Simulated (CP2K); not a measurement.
TiO2:

```
Ti O
1.0
     5.30748    0.00000    0.00000
    -2.93252    4.83787    0.00000
    -0.10899    0.15881    6.10366
Ti O
3 6
Direct
  0.44870 0.99488 0.32984
  0.00721 0.45795 0.66406
  0.54072 0.54179 0.99848
  0.40516 0.29946 0.20264
  0.69925 0.10505 0.55972
  0.90788 0.61164 0.89051
  0.29793 0.41377 0.77436
  0.09823 0.68264 0.45277
  0.59491 0.89282 0.12762
```

The cell comes from a database or a generator and needn't be the stable form of this composition.

The cell isn't the ideal one: all atoms moved at random.

Base run:

```yaml
Program: CP2K 2026.2
Functional: PBE
Potentials_or_basis: POTENTIAL_UZH Ti GTH-PBE-q12, O GTH-PBE-q6; DZVP-MOLOPT-PBE-GTH basis
Density_cutoff: 8163 eV
k_mesh: 5 × 4 × 4
Occupations: fermi-dirac, width 0.05 eV
Spin: no spin polarisation
```

Its results: band gap on the k mesh 3.46 eV, indirect (least direct gap 3.55 eV); pressure 1.4 GPa; largest force 4.340 eV/Å.

**Question.** The run is repeated on the same cell with these changes: dispersion from none to D3(BJ). What comes out?

**Answer.** Band gap on the k mesh 3.46 eV, indirect (least direct gap 3.55 eV); pressure -0.1 GPa; largest force 4.343 eV/Å.

Dispersion adds attraction, which lowers the pressure at fixed volume and, as a term added to the energy, leaves the levels alone.

Caveats: an odd mesh through Γ misses points on the zone boundary, where band edges often lie; the basis of atomic orbitals isn't converged, which shifts pressures, moduli and gaps; forces of over 1 eV/Å show positions far from the minimum, so gaps and moduli don't describe the material at rest.
